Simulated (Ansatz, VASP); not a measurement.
**LiCl in VASP and in Ansatz**

File INCAR:

```
ALGO = Normal
EDIFF = 1E-6
ENCUT = 520
GGA = PE
ISIF = 2
ISMEAR = 0
LASPH = True
LCHARG = False
LREAL = False
LWAVE = False
NBANDS = 12
NELM = 80
PREC = Accurate
SIGMA = 0.05
```

KPOINTS

```
k-points
0
Gamma
  8 8 8
```

Contents of POSCAR:

```
LiCl
1.0
    0.0000000000      2.5233856682      2.6495549516
    2.5233856682      0.0000000000      2.6495549516
    2.5233856682      2.5233856682      0.0000000000
Li Cl
1 1
Direct
    0.0000000000      0.0000000000      0.0000000000
    0.5000000000      0.5000000000      0.5000000000
```

Input for Ansatz:

```yaml
crystal:
  lattice:
    - [0.0, 2.5233856682, 2.6495549516]
    - [2.5233856682, 0.0, 2.6495549516]
    - [2.5233856682, 2.5233856682, 0.0]
  atoms:
    - { symbol: Li, position: [0.0, 0.0, 0.0] }
    - { symbol: Cl, position: [0.5, 0.5, 0.5] }
basis:
  ecutwfc: 420
kpoints:
  mp_grid: { grid: [8, 8, 8] }
hamiltonian:
  xc: pbe
scf:
  occupations: { method: gaussian, width: 0.05 }
output:
  forces: true
  stress: true
  eigenvalues: true
```

Alike in both runs: task single point; functional PBE; k mesh 8 × 8 × 8; occupations gaussian, width 0.05 eV; no spin polarisation.

```csv
,VASP,Ansatz
version,VASP 6.6.1,Ansatz 0.2.0
potentials or method,"VASP PAW PBE potentials, release 64 (Li_sv, Cl)","scalar-relativistic, plane waves, PAW"
plane-wave cutoff (eV),520,420
valence electrons in the cell,10,10
```

Ansatz gave:

| Property | Result |
| --- | --- |
| gap on the k mesh at the Fermi level (eV) | 6.26 |
| least direct gap on the mesh (eV) | 6.26 |

Question: Which values does VASP return?

Answer: gap on the k mesh at the Fermi level (eV): 6.27; least direct gap on the mesh (eV): 6.27.

With one functional, cell and mesh, what is left measures potentials, basis and numerics.

 A k mesh can miss the band edges. A hybrid or GW would open this gap; PBE tends to underestimate it.
